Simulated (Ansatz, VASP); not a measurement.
## TaN: VASP beside Ansatz

```xyz
2
Lattice="2.7504 0.0000 0.0000 0.0000 2.7504 0.0000 0.0000 0.0000 2.7504" Properties=species:S:1:pos:R:3 pbc="T T T"
Ta    0.0000    0.0000    0.0000
N     1.3752    1.3752    1.3752
```

The cell comes from a database or a generator and needn't be the stable form of this composition.

Alike in both runs: task single point; functional PBE; k mesh 10 × 10 × 10; occupations fermi-dirac, width 0.05 eV; no spin polarisation.

|  | VASP | Ansatz |
| --- | --- | --- |
| version | VASP 6.6.1 | Ansatz 0.2.0 |
| potentials or method | VASP PAW PBE potentials, release 64 (Ta_pv, N) | Ansatz PAW |
| plane-wave cutoff (eV) | 520 | 420 |
| valence electrons in the cell | 16 | 18 |

Ansatz gave:

| Item | Value |
| --- | --- |
| gap on the k mesh at the Fermi level (eV) | none |
| pressure (GPa) | -0.5 |

Q: What did VASP give for the same quantities?

A: gap on the k mesh at the Fermi level (eV): none; pressure (GPa): 0.2.

A gap of «none» marks a metal or a gap that the smearing closes. The two sets of potentials don't hold the same shells in valence.

Caveats: the pressure holds a Pulay correction of +0.5 GPa for the finite cutoff (Ansatz). Spin-orbit coupling is left out, which matters for the levels of Ta.
